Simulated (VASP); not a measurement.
# GaN (Fm-3m) in VASP: notebook

One crystal, GaN, is run at these levels: PBEsol, LDA; tasks: relaxation of cell and atoms.

Everything below comes from runs of VASP 6.6.1. Logs are shortened: lines on timing, memory, paths and dates and some standing lists are left out, and cuts for length are marked.

## (1) The structure

It takes space group Fm-3m (No. 225, cubic). Conventional cell: a = 4.270 Å, b = 4.270 Å, c = 4.270 Å, α = 90.00°, β = 90.00°, γ = 90.00°. Around Ga (site symmetry m-3m) lie 6 N at 2.14 Å. N (site symmetry m-3m) is surrounded by 6 Ga at 2.14 Å.

Measurements of this composition are mostly on another form, of space group No. 186.

## (2) Relaxation of cell and atoms, PBEsol

The input, INCAR:

```
ALGO = Normal
EDIFF = 1E-7
EDIFFG = -0.005
ENCUT = 600
GGA = PS
IBRION = 2
ISIF = 3
ISMEAR = 0
LASPH = True
LCHARG = False
LREAL = False
LWAVE = False
NELM = 60
NSW = 90
PREC = Accurate
SIGMA = 0.02
```

The input, KPOINTS:

```
k-points
0
Gamma
  14 14 14
```

The input, POSCAR:

```
GaN
1.0
    0.0000000000      2.1352350000      2.1352350000
    2.1352350000      0.0000000000      2.1352350000
    2.1352350000      2.1352350000      0.0000000000
Ga N
1 1
Direct
    0.0000000000      0.0000000000      0.0000000000
    0.5000000000      0.5000000000      0.5000000000
```

Potentials or basis: VASP PAW PBE potentials, release 64 (Ga_d, N).

Command:

```sh
> cat potpaw_PBE.64/Ga_d/POTCAR potpaw_PBE.64/N/POTCAR > POTCAR
> mpirun -np 1 vasp_std > vasp.out
```

OUTCAR:

```text
EDIFF = 1E-7
   EDIFFG = -0.005
   ENCUT = 600
   GGA = PS
   IBRION = 2
   ISIF = 3
   ISMEAR = 0
   LASPH = True
   LREAL = False
   NELM = 60
   NSW = 90
   PREC = Accurate

 ion  position               nearest neighbor table
   1  0.000  0.000  0.000-   2 2.14   2 2.14   2 2.14   2 2.14   2 2.14   2 2.14
   2  0.500  0.500  0.500-   1 2.14   1 2.14   1 2.14   1 2.14   1 2.14   1 2.14

  LATTYP: Found a face centered cubic cell.
 ALAT       =     4.2704700000

  Lattice vectors:

 A1 = (   0.0000000000,   2.1352350000,   2.1352350000)
 A2 = (   2.1352350000,   0.0000000000,   2.1352350000)
 A3 = (   2.1352350000,   2.1352350000,   0.0000000000)

Analysis of symmetry for initial positions (statically):
=====================================================================
 Subroutine PRICEL returns:
 Original cell was already a primitive cell.

 Routine SETGRP: Setting up the symmetry group for a
 face centered cubic supercell.

 Subroutine GETGRP returns: Found 48 space group operations
 (whereof 48 operations were pure point group operations)
 out of a pool of 48 trial point group operations.

The static configuration has the point symmetry O_h .

Analysis of symmetry for dynamics (positions and initial velocities):
=====================================================================
 Subroutine PRICEL returns:
 Original cell was already a primitive cell.

 Routine SETGRP: Setting up the symmetry group for a
 face centered cubic supercell.

 Subroutine GETGRP returns: Found 48 space group operations
 (whereof 48 operations were pure point group operations)
 out of a pool of 48 trial point group operations.

The dynamic configuration has the point symmetry O_h .

 Subroutine INISYM returns: Found 48 space group operations
 (whereof 48 operations are pure point group operations),
 and found     1 'primitive' translations

----------------------------------------------------------------------------------------

                                     Primitive cell

  volume of cell :      19.4700

  direct lattice vectors                    reciprocal lattice vectors
     0.000000000  2.135235000  2.135235000    -0.234166263  0.234166263  0.234166263
     2.135235000  0.000000000  2.135235000     0.234166263 -0.234166263  0.234166263
     2.135235000  2.135235000  0.000000000     0.234166263  0.234166263 -0.234166263

  length of vectors
     3.019678296  3.019678296  3.019678296     0.405587864  0.405587864  0.405587864

  position of ions in fractional coordinates (direct lattice)
     0.000000000  0.000000000  0.000000000
     0.500000000  0.500000000  0.500000000

  ion indices of the primitive-cell ions
   primitive index   ion index
                 1           1
                 2           2

[... 99 lines left out ...]
   IVDW    =     0    specifies the selected vdW correction
   LEPSILON=     F    determine dielectric tensor
   LRPA    =     F    only Hartree local field effects (RPA)
 conjugate gradient relaxation of ions
 non-spin polarized calculation
 Gauss-broadening in eV      SIGMA  =   0.02
  energy-cutoff  :      600.00
  volume of cell :       19.47
 maximum number of plane-waves:       663
   NGX = 13   NGY = 13   NGZ = 13

--------------------------------------- Ionic step        1  -------------------------------------------

 number of electron      18.0000005 magnetization

 Free energy of the ion-electron system (eV)
  ---------------------------------------------------
  ext. energy  EPLUGINS =         0.00000000
  ---------------------------------------------------
  free energy    TOTEN  =       -12.24735534 eV

  energy without entropy =      -12.24735534  energy(sigma->0) =      -12.24735534

------------------------ aborting loop because EDIFF is reached ----------------------------------------

  FORCE on cell =-STRESS in cart. coord.  units (eV):
  Direction    XX          YY          ZZ          XY          YZ          ZX
  --------------------------------------------------------------------------------------
  -------------------------------------------------------------------------------------
  Total       -0.9042620     -0.9042620     -0.9042620     -0.0000000      0.0000000     -0.0000000
  in kB      -74.4111172    -74.4111172    -74.4111172     -0.0000000      0.0000000     -0.0000000
  external PRESSURE =     -74.4111172 kB  Pullay stress =       0.0000000 kB
[... 59 lines left out ...]
--------------------------------------- Ionic step        3  -------------------------------------------

 number of electron      18.0000009 magnetization

 Free energy of the ion-electron system (eV)
  ---------------------------------------------------
  ext. energy  EPLUGINS =         0.00000000
  ---------------------------------------------------
  free energy    TOTEN  =       -12.26327003 eV

  energy without entropy =      -12.26327003  energy(sigma->0) =      -12.26327003

 E-fermi :   7.9923     XC(G=0): -13.2998

 val. band max:        7.8196518839   @ k =  -0.2143   0.1429   0.0000
 cond. band min:       8.3527521204   @ k =   0.5000   0.5000   0.0000
 fundamental gap:      0.5331002365
 Fermi energy:         7.9922858254

 k-point     1 :       0.0000    0.0000    0.0000
  band No.  band energies     occupation
      1      -9.5368      2.00000
      2      -6.1147      2.00000
      3      -6.1147      2.00000
      4      -6.1147      2.00000
      5      -6.0172      2.00000
      6      -6.0172      2.00000
      7       7.2914      2.00000
      8       7.2914      2.00000
      9       7.2914      2.00000
     10      10.0917      0.00000
     11      22.4433      0.00000
     12      22.4433      0.00000
     13      22.4433      0.00000
[... 354 lines left out ...]
  band No.  band energies     occupation
      1      -8.2546      2.00000
      2      -6.1843      2.00000
      3      -6.1345      2.00000
      4      -6.0865      2.00000
      5      -5.9486      2.00000
      6      -5.9416      2.00000
      7       3.3540      2.00000
      8       6.5139      2.00000
      9       6.7884      2.00000
     10      13.2674      0.00000
     11      16.3705      0.00000
     12      17.8875      0.00000
     13      20.1380      0.00000

 [... further k-points ...]

------------------------ aborting loop because EDIFF is reached ----------------------------------------

  FORCE on cell =-STRESS in cart. coord.  units (eV):
  Direction    XX          YY          ZZ          XY          YZ          ZX
  --------------------------------------------------------------------------------------
  -------------------------------------------------------------------------------------
  Total       -0.0042976     -0.0042976     -0.0042976      0.0000000      0.0000000      0.0000000
  in kB       -0.3660713     -0.3660713     -0.3660713      0.0000000      0.0000000      0.0000000
  external PRESSURE =      -0.3660713 kB  Pullay stress =       0.0000000 kB
[... 17 lines left out ...]
  FREE ENERGIE OF THE ION-ELECTRON SYSTEM (eV)
  ---------------------------------------------------
  free  energy   TOTEN  =       -12.2632700254 eV

  energy  without entropy=      -12.2632700254  energy(sigma->0) =      -12.26327003

 reached required accuracy - stopping structural energy minimisation
```

OSZICAR:

```text
N       E                     dE             d eps       ncg     rms          rms(c)
DAV:   1     0.820348416773E+02    0.82035E+02   -0.10575E+04  2994   0.282E+03
DAV:   2    -0.754706887274E+01   -0.89582E+02   -0.83702E+02  3022   0.368E+02
DAV:   3    -0.137432292027E+02   -0.61962E+01   -0.61415E+01  3114   0.872E+01
[... 25 lines left out ...]
DAV:   4    -0.122633115455E+02    0.26458E-02   -0.69148E-03  3617   0.139E+00    0.519E-02
DAV:   5    -0.122632731294E+02    0.38416E-04   -0.26298E-04  3194   0.314E-01    0.193E-02
DAV:   6    -0.122632712918E+02    0.18377E-05   -0.11243E-05  3498   0.474E-02    0.128E-02
DAV:   7    -0.122632700888E+02    0.12030E-05   -0.17726E-06  2962   0.228E-02    0.546E-04
DAV:   8    -0.122632700254E+02    0.63391E-07   -0.18805E-07  1595   0.143E-02
   3 F= -.12263270E+02 E0= -.12263270E+02  d E =-.159147E-01
```

It took 21 s on 1 thread of Intel Xeon 6975P-C (Granite Rapids), shared host; peak memory 0.17 GiB.

Results:

* Free energy: -12.2633 eV
* Relaxed volume: 9.40 Å³/atom
* Relaxed cell: a = 2.985 Å, b = 2.985 Å, c = 2.985 Å, α = 60.00°, β = 60.00°, γ = 60.00°
* Space group after relaxing (to 0.05 Å): Fm-3m (No. 225)
* Energy gained by relaxing: 8.0 meV/atom
* Ionic steps: 3
* Pressure after relaxing: 0.0 GPa
* Band gap on the k mesh: 0.53 eV, indirect (least direct gap 2.80 eV)

Step by step:
```csv
step,energy change (eV),largest force (eV/Å),pressure (GPa),volume (Å³)
1,0.0000,0.0000,-7.44,19.47
2,-0.0021,0.0000,7.80,18.22
3,-0.0159,0.0000,-0.04,18.81
```

Final structure:
```
Ga N
1.0
     0.00000    2.11080    2.11080
     2.11080    0.00000    2.11080
     2.11080    2.11080    0.00000
Ga N
1 1
Direct
  0.00000 0.00000 0.00000
  0.50000 0.50000 0.50000
```

Caveat: the PAW data sets were made with another functional, which shifts forces and pressure a little.

## (3) Relaxation of cell and atoms, LDA

Edit INCAR of step 2 so:

```diff
@@ -4,3 +4,3 @@
 ENCUT = 600
-GGA = PS
+GGA = CA
 IBRION = 2
```

KPOINTS is that of step 2.

POSCAR is that of step 2.

Potentials or basis: VASP PAW LDA potentials, release 64 (Ga_d, N).

Command:

```sh
> cat potpaw_LDA.64/Ga_d/POTCAR potpaw_LDA.64/N/POTCAR > POTCAR
> mpirun -np 1 vasp_std > vasp.out
```

It took 31 s on 1 thread of Intel Xeon 6975P-C (Granite Rapids), shared host; peak memory 0.16 GiB.

It converged, with:

- Free energy: -13.0851 eV
- Relaxed volume: 9.18 Å³/atom
- Relaxed cell: a = 2.962 Å, b = 2.962 Å, c = 2.962 Å, α = 60.00°, β = 60.00°, γ = 60.00°
- Space group after relaxing (to 0.05 Å): Fm-3m (No. 225)
- Energy gained by relaxing: 23.1 meV/atom
- Ionic steps: 6
- Pressure after relaxing: 0.0 GPa
- Band gap on the k mesh: 0.59 eV, indirect (least direct gap 3.18 eV)

Step by step:
| step | energy change (eV) | largest force (eV/Å) | pressure (GPa) | volume (Å³) |
| --- | --- | --- | --- | --- |
| 1 | 0.0000 | 0.0000 | -12.70 | 19.47 |
| 2 | -0.0001 | 0.0000 | 15.65 | 17.38 |
| 3 | -0.0462 | 0.0000 | -0.20 | 18.38 |
| 4 | -0.0462 | 0.0000 | 0.20 | 18.36 |
| 5 | -0.0461 | 0.0000 | -0.31 | 18.38 |
| 6 | -0.0462 | 0.0000 | 0.03 | 18.37 |

Final structure:
```yaml
crystal:
  lattice:
    - [0.00000, 2.09415, 2.09415]
    - [2.09415, 0.00000, 2.09415]
    - [2.09415, 2.09415, 0.00000]
  atoms:
    - { symbol: Ga, position: [0.00000, 0.00000, 0.00000] }
    - { symbol: N, position: [0.50000, 0.50000, 0.50000] }
```

Levels at points of the mesh, in eV from the valence-band top:
| k point | band 6 | band 7 | band 8 | band 9 | band 10 | band 11 | band 12 | band 13 |
| --- | --- | --- | --- | --- | --- | --- | --- | --- |
| (0.00, 0.00, 0.00) | -13.99 | -0.56 | -0.56 | -0.56 | 2.62 | 14.81 | 14.81 | 14.81 |
| (0.50, 0.00, 0.00) | -13.85 | -8.49 | -0.17 | -0.17 | 4.78 | 9.05 | 9.05 | 9.59 |
| (0.50, 0.50, 0.00) | -10.81 | -7.40 | -3.18 | -3.18 | 0.59 | 7.79 | 12.04 | 14.62 |
